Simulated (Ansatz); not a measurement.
Re: pressure and energy change per atom against volume scale

All results are calculated (Ansatz 0.2.0). Plane-wave DFT, scalar-relativistic PAW made under PBE with cores redone for the functional, no dispersion; the given relaxed cell is scaled uniformly, energy at zero smearing counts from the unscaled cell, pressure at the given Fermi-Dirac smearing is positive in compression.

The cell before it is scaled or strained (space group Fd-3m, No. 227):
```
cell vectors (Å)
   0.0000     2.8352     2.8352
   2.8352     0.0000     2.8352
   2.8352     2.8352     0.0000
atoms (fractions of the cell vectors)
Re  0.12500  0.12500  0.12500
Re  0.87500  0.87500  0.87500
```

Settings of every row: spin polarised no; functional revPBE; wave cutoff 420 eV; smearing width 0.1 eV; k mesh 11x11x11.

Atom starting moment: 0 on all atoms.

Limits: no spin-orbit coupling, which can matter with elements this heavy; the cell comes from a prototype or a list of computed structures and needn't be the stable phase.

```csv
row,volume scale,V (Å³/atom),pressure (GPa),energy change per atom (meV)
1,0.88,20.056,28.8,218.03
2,0.92,20.967,17.1,89.15
3,0.96,21.879,7.64,20.29
4,1.04,23.702,-6.26,19.12
5,1.08,24.614,?,?
6,1.12,25.525,-15.36,147
```

Question: what pressure and energy change per atom should row 5 give?

Worked fit of pressure. Take u = (V_r/V)^(2/3) − 1 with V_r = 21.879 Å³ an atom, which is twice the finite (Eulerian) strain; such expansions in the strain, on which the Birch-Murnaghan equation of state is built, carry the rest volume and the bulk modulus. The shown rows have u = 0.05971, 0.02879, 0, -0.05196, -0.09765. Least squares give pressure = 7.667 + 308.48 × u + 747.9 × u² GPa; a straight line predicts inner rows, each left out in turn, worse (root mean square 2.1 against 0.11 GPa). The rows lie off it by 0.05, -0.07, -0.03, 0.08, -0.04 (root mean square 0.057 GPa). The pressure vanishes at u = -0.0266, or V = 22.78 Å³ an atom, and there the bulk modulus at fixed shape and fractions is B = −V dP/dV = (2/3)(1 + u) dP/du = 174 GPa. The withheld row has u = -0.07552, so the fit gives 7.667 + 308.48 × (-0.07552) + 747.9 × (-0.07552)² = -11.36 GPa.

The calculation gave -11.29 GPa. The fit lies 0.07 GPa (0.16 % of the column's range) below it; its largest miss of a shown row is 0.08 GPa.

Worked fit of energy change per atom. Take u = (V_r/V)^(2/3) − 1 with V_r = 21.879 Å³ an atom, which is twice the finite (Eulerian) strain; such expansions in the strain, on which the Birch-Murnaghan equation of state is built, carry the rest volume and the bulk modulus. The shown rows have u = 0.05971, 0.02879, 0, -0.05196, -0.09765. Least squares give energy change per atom = 20.513 + 1557.07 × u + 29235.7 × u² meV; a straight line predicts inner rows, each left out in turn, worse (root mean square 83 against 0.76 meV). The rows lie off it by 0.31, -0.42, -0.22, 0.58, -0.24 (root mean square 0.38 meV). Its lowest point lies at u = -0.0266, or V = 22.78 Å³ an atom, and the curvature there gives the bulk modulus at fixed shape and fractions, B = (4/9)(1 + u)² E″(u)/V = 173 GPa. The withheld row has u = -0.07552, so the fit gives 20.513 + 1557.07 × (-0.07552) + 29235.7 × (-0.07552)² = 69.66 meV.

The calculation gave 70.15 meV. The fit lies 0.49 meV (0.25 % of the column's range) below it; its largest miss of a shown row is 0.58 meV.
